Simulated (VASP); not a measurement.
# Be (P6_3/mmc) in VASP: notebook, part 2 of 2

VASP 6.6.1. The steps go on from the part before.

## Step 3: Relaxation of cell and atoms, PBE

This run uses another cell than the first one, of 7.91 Å³/atom, 0.976 times its volume.

INCAR

```
SYSTEM = Be
PREC     = Accurate       ! precision mode
ENCUT    = 520            ! plane-wave cutoff, eV
EDIFF    = 1E-7           ! SCF threshold, eV
ISMEAR   = 0              ! smearing method
SIGMA    = 0.1            ! smearing width, eV
LREAL    = .FALSE.        ! projectors in reciprocal space
LASPH    = .TRUE.         ! aspherical terms in the spheres
NELM     = 120            ! most SCF steps
ALGO     = Normal         ! electronic algorithm
ISIF     = 3              ! what is computed and relaxed
LWAVE    = .FALSE.        ! write WAVECAR
LCHARG   = .FALSE.        ! write CHGCAR
GGA      = PE             ! functional
IBRION   = 2              ! ionic algorithm
NSW      = 60             ! ionic steps
EDIFFG   = -0.005         ! ionic threshold
POTIM    = 0.3            ! step
```

KPOINTS

```
Automatic mesh
0
G
  22 22 12
  0 0 0
```

POSCAR

```
Be                                      
1.0
    2.2620274761     -0.0000000000     -0.0000000000
   -1.1310137381      1.9589732630      0.0000000000
    0.0000000000      0.0000000000      3.5705691705
  Be            
     2
Direct
     0.3333333300000021    0.6666666699999979    0.2500000000000000
     0.6666666699999979    0.3333333300000021    0.7500000000000000
```

Potentials or basis: VASP PAW PBE potentials, release 64 (Be).

Launch:

```
> cat potpaw_PBE.64/Be/POTCAR > POTCAR
> mpirun -np 1 vasp_std > vasp.out
```

OUTCAR:

```text
SYSTEM = Be
   PREC = Accurate
   ENCUT = 520
   EDIFF = 1E-7
   ISMEAR = 0
   LREAL = .FALSE.
   LASPH = .TRUE.
   NELM = 120
   ISIF = 3
   GGA = PE
   IBRION = 2
   NSW = 60
   EDIFFG = -0.005
   POTIM = 0.3

 ion  position               nearest neighbor table
   1  0.333  0.667  0.250-   2 2.21   2 2.21   2 2.21   2 2.21   2 2.21   2 2.21
   2  0.667  0.333  0.750-   1 2.21   1 2.21   1 2.21   1 2.21   1 2.21   1 2.21

  LATTYP: Found a hexagonal cell.
 ALAT       =     2.2620274761
 C/A-ratio  =     1.5784817860

  Lattice vectors:

 A1 = (   2.2620274761,   0.0000000000,   0.0000000000)
 A2 = (  -1.1310137381,   1.9589732630,   0.0000000000)
 A3 = (   0.0000000000,   0.0000000000,   3.5705691705)

Analysis of symmetry for initial positions (statically):
=====================================================================
 Subroutine PRICEL returns:
 Original cell was already a primitive cell.
[... 172 lines left out ...]

  energy without entropy =       -7.53439912  energy(sigma->0) =       -7.53469294

 E-fermi :   7.2056     XC(G=0): -10.6037

 val. band max:        7.1902607094   @ k =   0.2727   0.2727   0.0833
 cond. band min:       7.2498308780   @ k =   0.2273   0.1818   0.0000
 fundamental gap:      0.0595701686
 Fermi energy:         7.2056068697

 k-point     1 :       0.0000    0.0000    0.0000
  band No.  band energies     occupation
      1      -4.3281      2.00000
      2       2.5584      2.00000
      3       8.0881      0.00000
      4      23.0580      0.00000
      5      23.0580      0.00000
      6      25.8906      0.00000
[... 199 lines left out ...]
 k-point    24 :       0.1364    0.0909    0.0000
  band No.  band energies     occupation
      1      -3.1957      2.00000
      2       4.0353      2.00000
      3       8.3630      0.00000
      4      17.4244      0.00000
      5      18.6858      0.00000
      6      25.2124      0.00000

 [... further k-points ...]

------------------------ aborting loop because EDIFF is reached ----------------------------------------

  FORCE on cell =-STRESS in cart. coord.  units (eV):
  Direction    XX          YY          ZZ          XY          YZ          ZX
  --------------------------------------------------------------------------------------
  -------------------------------------------------------------------------------------
  Total        0.0045554      0.0045554      0.0051047     -0.0000000      0.0000000      0.0000000
  in kB        0.4612896      0.4612896      0.5169148     -0.0000000      0.0000000      0.0000000
  external PRESSURE =       0.4798313 kB  Pullay stress =       0.0000000 kB

 VOLUME and BASIS-vectors are now :
 -----------------------------------------------------------------------------
  energy-cutoff  :      520.00
  volume of cell :       15.82
      direct lattice vectors                 reciprocal lattice vectors
     2.262027476  0.000000000  0.000000000     0.442081279  0.255235745  0.000000000
    -1.131013738  1.958973263  0.000000000     0.000000000  0.510471490  0.000000000
     0.000000000  0.000000000  3.570569170     0.000000000  0.000000000  0.280067393

 POSITION                                       TOTAL-FORCE (eV/Angst)
 -----------------------------------------------------------------------------------
     -0.00000      1.30598      0.89264        -0.000000      0.000000      0.000000
      1.13101      0.65299      2.67793         0.000000     -0.000000      0.000000
 -----------------------------------------------------------------------------------
    total drift:                                0.000000     -0.000000      0.000000

  FREE ENERGIE OF THE ION-ELECTRON SYSTEM (eV)
  ---------------------------------------------------
  free  energy   TOTEN  =        -7.5349867588 eV

  energy  without entropy=       -7.5343991187  energy(sigma->0) =       -7.53469294

 reached required accuracy - stopping structural energy minimisation
```

Wall time 43 s (1 thread of Intel Xeon Platinum 8175M at 2.50GHz (Skylake/Cascade Lake), shared host); peak memory 0.14 GiB.

What came out:

| Quantity | Value |
| --- | --- |
| Free energy | -7.5350 eV |
| Pressure after relaxing | 0.0 GPa |
| Band gap on the k mesh | none (metal or under the smearing width) |

Final structure:
```
CELL_PARAMETERS angstrom
2.26203 0.00000 0.00000
-1.13101 1.95897 0.00000
0.00000 0.00000 3.57057
ATOMIC_POSITIONS crystal
Be 0.33333 0.66667 0.25000
Be 0.66667 0.33333 0.75000
```

Levels at points of the mesh, in eV from the Fermi level:
```csv
k point,band 1,band 2,band 3,band 4,band 5
"(0.00, 0.00, 0.00)",-11.53,-4.65,0.88,15.85,15.85
"(0.50, 0.00, 0.00)",-5.18,-3.31,3.44,6.30,6.54
"(0.00, 0.00, 0.50)",-9.38,-9.38,10.45,10.45,17.49
"(0.50, 0.00, 0.50)",-3.80,-3.80,1.39,1.39,11.86
```

Caveat: the relaxation stopped at its first step, so nothing moved.
